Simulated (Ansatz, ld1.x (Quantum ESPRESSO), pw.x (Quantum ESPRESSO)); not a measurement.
Equation-of-state test of one TM potential (magnesium)

ld1.x (Quantum ESPRESSO) 7.5 input, shortened:

```
&input
   title='Mg', zed=12., rel=1, dft='PBE', iswitch=3,
   config='[Ne] 3s1.5 3p0.5'
 /
 &inputp
   pseudotype=2, tm=.true., lloc=0,
   nlcc=.true., new_core_ps=.true., rcore=1.65
 /
2
3P  2  1   0.50   0.00  2.40  2.40  0.0
3S  1  0   1.50   0.00  1.95  1.95  0.0
 &test
   configts(1)='3s1.5 3p0.5'
 /
```

Atomic tests: cutoffs needed: 6 Ry and 18 Ry (the cutoffs (Ry, on a coarse ladder) from which the occupation-weighted sum of valence levels, in a spherical-Bessel basis at the reference potential, stays within 10 and 1 mRy of its value at 400 Ry); ghost test: no extra level below or beside the all-electron valence levels (p, s, d, f tested) (spherical-Bessel basis up to 400 Ry, 20 bohr box); largest excitation error: +48 meV (all-electron minus pseudo) for 3s0 3p1, out of 6 test configurations.

Crystal test: bcc Mg in pw.x 7.5, no spin, 13³ k-points, Fermi–Dirac smearing 0.01 Ry, cutoffs 50/200 Ry. The reference is all-electron LAPW (Ansatz 0.2.0) with the same functional, mesh and smearing; V0 and B0 come from Birch–Murnaghan fits to the pressures at five volumes. Errors are pseudo minus all-electron; Δ is the rms difference of the E(V) curves that follow from these fits, minima aligned, over ±6 % about the mean V0. Mesh and smearing are coarse, so the numbers serve the comparison and aren't converged zero-temperature values; the lattice is a test structure that the element need not adopt.

| V (Å³/atom) | P all-electron (GPa) | P pseudo (GPa) |
| --- | --- | --- |
| 21.727 | 2.20 | 2.49 |
| 22.298 | 1.13 | 1.39 |
| 22.870 | 0.19 | 0.42 |
| 23.442 | -0.65 | -0.43 |
| 24.014 | -1.38 | -1.18 |

All-electron: a0 = 3.583 Å (V0 = 22.99 Å³/atom), B0 = 34.7 GPa.

Pseudopotential: mean pressure error (GPa): +0.24; a0 (Å): 3.590; a0 error (%): +0.22; B0 error (%): -0.3; Δ (meV/atom): 1.1.

Task: At the middle volume, how do free energy and pressure move when the wave cutoff is lowered (ecutrho kept at four times it)?

Result:

| cutoff (Ry) | shift of F (meV/atom) | shift of P (GPa) |
| --- | --- | --- |
| 22 | +4.2 | -0.06 |
| 30 | +0.8 | -0.02 |
| 40 | +0.2 | -0.01 |

The run at the middle volume (84 k-points, 6 iterations) took about 6.3 s on one core of a shared host (Neoverse-V2, 96 threads, 742 GiB, load 32).
